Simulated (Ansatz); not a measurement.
# Hf, diamond: how the functional moves the structure

All rows: Ansatz, plane waves with scalar-relativistic PAW, 420 eV (500 eV for the SCAN forms), relaxed under each functional, no dispersion correction, no zero-point motion. B₀ comes from uniform scaling at fixed shape; a dash is a value not given.

| functional | V (Å³/atom) | cell | B₀ (GPa) | magnetic state | ΔE to hcp (meV/atom) |
| --- | --- | --- | --- | --- | --- |
| PBE | 35.14 | a = 6.551 Å | 29 | spin not included | 2691 |
| r²SCAN | 33.85 | a = 6.470 Å | 25 | spin not included | 2982 |
| PBEsol | 32.37 | a = 6.374 Å | 31 | spin not included | 2791 |
| LDA | 30.16 | a = 6.226 Å | 32 | spin not included | 2737 |
| revPBE | 36.37 | a = 6.626 Å | 29 | spin not included | 2672 |
| RPBE | 36.82 | a = 6.653 Å | 29 | spin not included | 2664 |
| BLYP | 37.42 | a = 6.689 Å | 28 | spin not included | 2205 |

LDA gives the smallest volume and BLYP the largest.
